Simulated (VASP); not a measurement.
A run of VASP 6.6.1 is set up as follows.

Contents of INCAR:

```
PREC = Accurate ; ENCUT = 520
EDIFF = 1E-6 ; ISMEAR = -1
SIGMA = 0.05 ; LREAL = F
LASPH = T ; NELM = 80
ALGO = Normal ; ISIF = 2
LWAVE = F ; LCHARG = F
GGA = PS ; NBANDS = 16
```

File KPOINTS:

```
Automatic mesh
0
Gamma
  8 8 8
```

The input POSCAR:

```
InAs
1.0
    0.0000000000      3.0577150807      3.0577150807
    3.0577150807      0.0000000000      3.0577150807
    3.0577150807      3.0577150807      0.0000000000
In As
1 1
Direct
    0.0000000000      0.0000000000      0.0000000000
    0.7500000000      0.7500000000      0.7500000000
```

Potentials or basis: VASP PAW PBE potentials, release 64 (In_d, As).

The run is started by

```console
$ cat potpaw_PBE.64/In_d/POTCAR potpaw_PBE.64/As/POTCAR > POTCAR
$ mpirun -np 1 vasp_std > vasp.out
```

**Question.** What does it give for the band gap on the k mesh?

**Answer.** Zero (filled and empty bands touch).

**Question.** What does it give for the pressure?

**Answer.** -0.7 GPa.

Caveat: the PAW data sets were made with another functional, which shifts forces and pressure a little; spin-orbit coupling is left out, which moves the levels of the heavy elements.

**The experiment to reproduce.**

From a printed reference work, data compilation, for a bulk crystal of InAs at 4.2 K: band gap 0.418 eV (direct).

Measured gap of InAs: 0.418 eV (direct; 4.2 K; a printed reference work, data compilation). This calculation gives 0.00 eV (-0.42 eV). Spin-orbit coupling on As, In is left out. The value is that of PBEsol on a finite k mesh, which can miss the band edges, without temperature or zero-point motion. Semilocal functionals fall short of measured gaps as a rule.
